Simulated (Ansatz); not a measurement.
A (001) slab of CuO (C2/c (No. 15)), 11 planes, outer planes O (top) and O (bottom), with 11 atoms (Cu5O6) in a surface cell of A = 8.376 Å², as cut from the bulk:

```xyz
11
Lattice="2.8941 0.0000 0.0000 0.0117 2.8941 0.0000 0.0000 0.0000 27.7301" Properties=species:S:1:pos:R:3 pbc="T T T"
O     1.4529    1.4473    7.5000
Cu    1.4474    0.0003    8.7730
O     1.4535    1.4474   10.0460
Cu    0.0065    1.4477   11.3190
O     1.4536    1.4480   12.5920
Cu    1.4481    0.0010   13.8650
O     1.4542    1.4481   15.1380
Cu    0.0072    1.4484   16.4110
O     1.4543    1.4487   17.6840
Cu    1.4487    0.0017   18.9571
O     1.4549    1.4488   20.2301
```

These are results of DFT PBEsol, scalar-relativistic, plane waves, PAW in Ansatz, not measurements. Plane waves to 420 eV, a k mesh through Γ of 12×12×1 on the computed 11-atom cell and Gaussian smearing (0.10 eV); no spin polarisation. The cell repeats along c with a dipole correction in the vacuum.

The relaxed slab holds 5 formula units of CuO and 1 further O. Against those formula units in the bulk and the further O in its standard state it lies 1.667 eV higher. The formation energy of CuO from the standard states is -1.223 eV a formula unit (uncorrected, no zero-point or thermal terms).

Q: Over what range can the chemical potential of O vary, and what is the surface energy at both ends?

A: In contact with the bulk, μ(O) + μ(Cu) is fixed. With Δμ counted from the standard states, Δμ(O) ≤ 0 keeps elemental O from forming, and Δμ(Cu) ≤ 0 requires Δμ(O) ≥ ΔH = -1.223 eV. Other compounds of O and Cu can narrow this range. Then γ, the mean of both faces, = [1.667 eV − 1.00·Δμ(O)]/(2A). At the O-rich end (Δμ = 0): 1.667/(2 × 8.376) × 16.02 = 1.59 J/m². At the O-poor end: (1.667 + 1.223)/(2 × 8.376) × 16.02 = 2.76 J/m².

Q: How does its energy depend on growth conditions?

A: It carries an excess of O, so its energy falls by 0.96 J/m² for each eV that μ(O) rises: O-rich conditions lower it; whether it appears depends on the other terminations.

Spin polarisation was left out, and a magnetic state may lie lower.